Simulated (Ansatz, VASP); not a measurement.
**Si9H4C9 (armchair SiC ribbon N=9 H edges) in two plane-wave programs**

One calculation is typed for both programs; each brings its own data sets. How far apart do they land? The structure shown is the start of the Ansatz relaxation below; VASP solves that cell, so the two are compared at the walk's first step.

Program: Ansatz 0.2.0. Level of theory: plane waves, with VASP 6.6.1 beside it; single point at PBE. Results are calculated unless marked as measured.

### Step 1. The starting structure

The cell holds 22 atoms: 9 Si, 9 C and 4 H. Cell: a = 21.861 Å, b = 7.000 Å, c = 5.370 Å, α = 90.0°, β = 90.0°, γ = 90.0°. Vacuum lies along a and b. The structure's axis is c.

### Step 2. Ansatz: relaxation, PBE

Ansatz runs on its default PAW (the set named soft_2) files.

The two programs are compared at the cell with which this relaxation starts, whose forces are those of its first step.

input.yaml

```yaml
crystal:
  lattice:
    - [21.861, 0.0, 0.0]
    - [0.0, 7.0, 0.0]
    - [0.0, 0.0, 5.37]
  atoms:
    - { symbol: Si, position: [0.216355888, 0.5, 0.0] }
    - { symbol: Si, position: [0.358177898, 0.5, 0.0] }
    - { symbol: Si, position: [0.499999907, 0.5, 0.0] }
    - { symbol: Si, position: [0.641821916, 0.5, 0.0] }
    - { symbol: Si, position: [0.783643926, 0.5, 0.0] }
    - { symbol: C, position: [0.216355888, 0.5, 0.333333333] }
    - { symbol: C, position: [0.358177898, 0.5, 0.333333333] }
    - { symbol: C, position: [0.499999907, 0.5, 0.333333333] }
    - { symbol: C, position: [0.641821916, 0.5, 0.333333333] }
    - { symbol: C, position: [0.783643926, 0.5, 0.333333333] }
    - { symbol: H, position: [0.173967746, 0.5, 0.432960894] }
    - { symbol: H, position: [0.826032068, 0.5, 0.432960894] }
    - { symbol: Si, position: [0.287266893, 0.5, 0.5] }
    - { symbol: Si, position: [0.429088902, 0.5, 0.5] }
    - { symbol: Si, position: [0.570910912, 0.5, 0.5] }
    - { symbol: Si, position: [0.712732921, 0.5, 0.5] }
    - { symbol: C, position: [0.287266893, 0.5, 0.833333333] }
    - { symbol: C, position: [0.429088902, 0.5, 0.833333333] }
    - { symbol: C, position: [0.570910912, 0.5, 0.833333333] }
    - { symbol: C, position: [0.712732921, 0.5, 0.833333333] }
    - { symbol: H, position: [0.160102466, 0.5, 0.867783985] }
    - { symbol: H, position: [0.839897348, 0.5, 0.867783985] }
kpoints:
  mp_grid: { grid: [1, 1, 15] }
scf:
  occupations: { method: fermi_dirac, width: 0.05 }
hamiltonian:
  xc: pbe
relax:
  cell: { fix: [a, b, alpha, beta, gamma] }
  max_steps: 45
  f_tol: 0.03
```

Started as:

```console
$ ansatz run input.yaml --threads 4 --pin off --max-ram 16384MiB --backend cpu --events-out ev --progress --plain --runs-dir out
```

Numbers of over 12 decimals in the logs are rounded to 6 here.

The log of the run:

```text
Engine: ansatz 0.2.0, x86_64-unknown-linux-gnu
Pseudopotentials: kind: paw
Pseudopotential: Si, paw, valence charge 4, recommended cutoff 420 eV (normal), Si.paw.azcp
Pseudopotential: C, paw, valence charge 4, recommended cutoff 420 eV (normal), C.paw.azcp
Pseudopotential: H, paw, valence charge 1, recommended cutoff 420 eV (normal), H.paw.azcp
Functional definition: PBE
  parameter kappa = 0.804
  parameter beta = 0.066725
  exchange = pbe_x(kappa = kappa, mu = beta*pi^2/3)
  correlation = pbe_c(beta = beta)
Crystal: 22 atoms, lattice volume = 821.755 Å³
Basis set: ecut = 420 eV, 16063 PW (Γ), exchange–correlation on 300×96×72 points (8 copies of the dense FFT grid, shifted against one another)
Bands: 60, of which v1, the nominal top of the filled ones, is band 38 counted from 1 (37 counted from 0)
Symmetry: 4 space group operations
Space group: Pmm2 (ITA 25), of the structure as read, at distance tolerance 9.4e-5 Å
k-points: 8 of 15 (time reversal used)
Non-local potential: Si, projectors of the file, l = 0: 2, l = 1: 2, l = 2: 2
Non-local potential: C, projectors of the file, l = 0: 2, l = 1: 2, l = 2: 1
Non-local potential: H, projectors of the file, l = 0: 2, l = 1: 1
PAW form: soft (Blöchl's): semilocal exchange-correlation on the pseudo side does not see the compensation charge
PAW one-centre angular grid: Si, 110 points (default); XC on 64 Gauss nodes
PAW one-centre angular grid: C, 110 points (default); XC on 64 Gauss nodes
PAW one-centre angular grid: H, 110 points (default); XC on 64 Gauss nodes
Initial density: superposition of atomic densities (neutral atoms: chi_scale 0, normalization atom), corrected by the library's trained network
Initial wavefunctions: pseudopotential atomic-orbital guess
Functional: x = pbe(κ = 0.804, μ = 0.219515), c = pbe(β = 0.066725)
SCF iter   1: F=—  HF=-8037.528553 eV  |F-HF|=—  |Δ(HF+E_count)|=         —  Δρ=1.89e-3  dr2=4.98e-2  ethr=1.77e-3  ⟨swp⟩=10.2  Hψ=3051  notcnv=0  defer=30
preconditioner: auto → Resta (q_TF=auto, 1.835 Å⁻¹)  ε∞=2.3  [insulator: Δε(μ)=2.307 eV  Ē_g=10.081 eV  σ=0.050 eV  W_gap=1.00  n_scr=86 (ndim 8)  ℏωp=11.3 eV  f_vac=0.534  D(μ)=0.00/eV (n_scr^D=0)  ε∞_Penn≈2.3  vacuum switching on, ρ_ref=7.4e-3 e/Å³]
SCF iter   2: F=—  HF=-8037.537910 eV  |F-HF|=—  |Δ(HF+E_count)|=   9.36e-3  Δρ=1.00e-3  dr2=1.16e-2  ethr=6.56e-5  ⟨swp⟩=3.0  Hψ=899  notcnv=0  defer=108
SCF iter   3: F=—  HF=-8037.544292 eV  |F-HF|=—  |Δ(HF+E_count)|=   6.38e-3  Δρ=4.17e-4  dr2=3.81e-3  ethr=1.52e-5  ⟨swp⟩=2.4  Hψ=655  notcnv=0  defer=108
SCF iter   4: F=—  HF=-8037.544422 eV  |F-HF|=—  |Δ(HF+E_count)|=   1.30e-4  Δρ=1.24e-4  dr2=2.19e-4  ethr=5.01e-6  ⟨swp⟩=2.1  Hψ=622  notcnv=0  defer=108
SCF iter   5: F=—  HF=-8037.544430 eV  |F-HF|=—  |Δ(HF+E_count)|=   7.40e-6  Δρ=5.46e-5  dr2=3.18e-5  ethr=2.88e-7  ⟨swp⟩=2.0  Hψ=641  notcnv=0  defer=108
SCF iter   6: F=—  HF=-8037.545306 eV  |F-HF|=—  |Δ(HF+E_count)|=   8.76e-4  Δρ=2.24e-5  dr2=7.32e-6  ethr=4.19e-8  ⟨swp⟩=2.1  Hψ=733  notcnv=0  defer=116
SCF iter   7: F=—  HF=-8037.545307 eV  |F-HF|=—  |Δ(HF+E_count)|=   1.79e-6  Δρ=6.11e-6  dr2=5.22e-7  ethr=9.63e-9  ⟨swp⟩=2.0  Hψ=607  notcnv=0  defer=116
SCF iter   8: F=-8037.545308 eV  HF=-8037.545308 eV  |F-HF|=1.36e-8  |Δ(HF+E_count)|=   1.70e-7  Δρ=2.33e-6  dr2=4.09e-8  ethr=1.32e-10  ⟨swp⟩=5.0  Hψ=1620  notcnv=0
SCF 1 converged in 8 iterations: F = -8037.545308 eV  dr2 = 4.09e-8
  greatest PAW one-centre occupation: 0.652 electrons in one spin orbital (limit 2), on the C atom at site 9 (counted from 0), in its partial waves of l = 0
relax step   1: F+E_penalty+E_count = -8037.54530756 eV  Δ(F+E_penalty+E_count) = +0.000e0 eV  max|allowed force component| = 1.891e0 eV/Å  Δτ_max = 0.0000 Å  P = +0.051 GPa  Ω = 821.755 Å³  fix = [a, b, alpha, beta, gamma]  reactions: a +0.167, b +0.353 GPa  (8 SCF iters, dr2 threshold 1.00e-7 eV, accepted)
[...]
relax step   3: F+E_penalty+E_count = -8037.74876324 eV  Δ(F+E_penalty+E_count) = -3.221e-2 eV  max|allowed force component| = 6.232e-2 eV/Å  Δτ_max = 0.0260 Å  P = +0.143 GPa  Ω = 823.403 Å³  energy of the carried Pulay correction = -7.380e-4 eV  fix = [a, b, alpha, beta, gamma]  reactions: a +0.030, b +0.343 GPa  (6 SCF iters, dr2 threshold 2.20e-6 eV, accepted)
[...]
relax step   4: F+E_penalty+E_count = -8037.74903346 eV  Δ(F+E_penalty+E_count) = -2.702e-4 eV  max|allowed force component| = 2.787e-2 eV/Å  Δτ_max = 0.0083 Å  P = +0.105 GPa  Ω = 823.549 Å³  energy of the carried Pulay correction = -8.031e-4 eV  fix = [a, b, alpha, beta, gamma]  reactions: a -0.020, b +0.343 GPa  (5 SCF iters, dr2 threshold 2.43e-7 eV, accepted)
[...]
relax step   5: F+E_penalty+E_count = -8037.74986228 eV  Δ(F+E_penalty+E_count) = -8.288e-4 eV  max|allowed force component| = 2.777e-2 eV/Å  Δτ_max = 0.0000 Å  P = +0.106 GPa  Ω = 823.549 Å³  fix = [a, b, alpha, beta, gamma]  reactions: a -0.021, b +0.344 GPa  stress off target by 5.44e-3 GPa on what of the cell is left free  SCF on the basis re-selected at this cell (its energy is not comparable with the rows above)  (6 SCF iters)
basis re-selected at this cell: Δ(F+E_penalty+E_count) = -8.288e-4 eV, ΔP = +0.000 GPa vs the last step (what re-selecting the basis moved, of the pressure what is left beyond the Pulay correction that the steps carried, after the strain that the cell walked since its last selection, with what the two solves' SCF thresholds leave and, on support functions, any second-order correction that the steps lacked; it is no m [...]
SCF converged after 6 iterations
Free energy (F): -8037.749862 eV
Harris-Foulkes:  -8037.749862 eV  (|F-HF|=2.38e-8)
Internal energy: -8037.749862 eV  (E = F + TS)
E sigma→0 (E₀):  -8037.749862 eV
Fermi energy:    -0.339881 eV
--- Per-component energies (eV) ---
  E_band       = -541.175977
  E_kinetic    = 1234.753170
  E_local      = -10416.197657  (includes V_loc(G=0)·N_el)
  E_nonlocal   = 481.646460
  E_hartree    = 4622.341262
  E_xc         = -964.633452
  E_vxc        = -1001.061369  (∫ρ·V_xc dr)
  E_paw        = -5510.663570  (= ΣΔE_a)
  E_vpaw       = -84.994480  (= ΣTr[D̂ρ^β])
  E_aug_tail   = -0.005027  (compensation charges beyond the density's cutoff)
  E_ewald      = 2515.008952
  E_smearing   = -0.000000  (= −TS)
  E_closure    = -0.000000  (closes the sum)
  Σ components = -8037.749862   (vs F -8037.749862, Δ=0.00e0)
--- Forces (eV/Å), atoms counted from 1 ---
  atom   1  Si     0.00063381     0.00000000     0.00186187
  atom   2  Si     0.00256508     0.00000000     0.00042320
  atom   3  Si     0.00000000     0.00000000     0.00041086
  atom   4  Si    -0.00256508     0.00000000     0.00042320
  atom   5  Si    -0.00063381     0.00000000     0.00186187
  atom   6  C     -0.00865526     0.00000000    -0.01524901
  atom   7  C     -0.00036297     0.00000000     0.00015015
  atom   8  C      0.00000000     0.00000000     0.00140498
  atom   9  C      0.00036297     0.00000000     0.00015015
  atom  10  C      0.00865526     0.00000000    -0.01524901
  atom  11  H     -0.00411224     0.00000000     0.00753438
  atom  12  H      0.00411224     0.00000000     0.00753438
  atom  13  Si    -0.00029825     0.00000000     0.00025233
  atom  14  Si    -0.00058055     0.00000000    -0.00307001
  atom  15  Si     0.00058055     0.00000000    -0.00307001
  atom  16  Si     0.00029825     0.00000000     0.00025233
  atom  17  C     -0.01619065     0.00000000    -0.00241431
  atom  18  C     -0.00109075     0.00000000     0.00099287
  atom  19  C      0.00109075     0.00000000     0.00099287
  atom  20  C      0.01619065     0.00000000    -0.00241431
  atom  21  H      0.02776940     0.00000000     0.00861560
  atom  22  H     -0.02776940     0.00000000     0.00861560
  max |Σ_I F_I| component: 1.00e-5 eV/Å
--- Stress (GPa, compression-positive) ---
       -0.021175       0.000000       0.000000
        0.000000       0.344087       0.000000
        0.000000       0.000000      -0.005436
  P = ⅓ Tr σ = 0.1058 GPa (1.058 kbar)
--- Relaxed structure (4 steps of the walk, 4 accepted, 1 SCFs on fresh bases) ---
  F+E_penalty+E_count = -8037.74986228 eV   max|allowed force component| = 2.777e-2 eV/Å   (the final SCF, on the basis selected at the relaxed cell)
  cell:  # Å, volume = 823.5486 Å³
    - [21.861, 0.0, 0.0]
    - [0.0, 7.0, 0.0]
    - [0.0, 0.0, 5.381721]
  atoms:
    - { symbol: Si, position: [0.219247, 0.5, 0.00756805] }
    - { symbol: Si, position: [0.358829, 0.5, 0.000492899] }
    - { symbol: Si, position: [0.499999907, 0.5, -0.000321926] }
    - { symbol: Si, position: [0.641171, 0.5, 0.000492899] }
    - { symbol: Si, position: [0.780753, 0.5, 0.00756805] }
    - { symbol: C, position: [0.217487, 0.5, 0.331542] }
    - { symbol: C, position: [0.358286, 0.5, 0.333037] }
    - { symbol: C, position: [0.499999907, 0.5, 0.332604] }
    - { symbol: C, position: [0.641714, 0.5, 0.333037] }
    - { symbol: C, position: [0.782512, 0.5, 0.331542] }
    - { symbol: H, position: [0.173553, 0.5, 0.427490] }
    - { symbol: H, position: [0.826447, 0.5, 0.427490] }
    - { symbol: Si, position: [0.287305, 0.5, 0.499861] }
    - { symbol: Si, position: [0.429197, 0.5, 0.499741] }
    - { symbol: Si, position: [0.570802, 0.5, 0.499741] }
    - { symbol: Si, position: [0.712695, 0.5, 0.499861] }
    - { symbol: C, position: [0.288116, 0.5, 0.832811] }
    - { symbol: C, position: [0.429370, 0.5, 0.832439] }
    - { symbol: C, position: [0.570629, 0.5, 0.832439] }
    - { symbol: C, position: [0.711884, 0.5, 0.832811] }
    - { symbol: H, position: [0.159974, 0.5, 0.869622] }
    - { symbol: H, position: [0.840025, 0.5, 0.869622] }
```

In the SCF lines HF is the Harris–Foulkes energy and dr2 the Hartree energy of the density residual, in eV; the loop may stop once dr2 is under the threshold and the program's other checks hold. Hψ counts applications of the Hamiltonian.

[end of part 1 of 2]

[Lines on the potential files, build, host, timing and source positions are cut from VASP's logs without a mark.]

[Logs are printed without paths, hosts, clocks, repeated set-up lines and the standing remarks that a program may print on its own settings, such as how far it seeks lower states.]

[Hosts, paths, dates, database ids (printed as entryN), source tags and the programs' standing remarks are cut or masked in the printed files.]
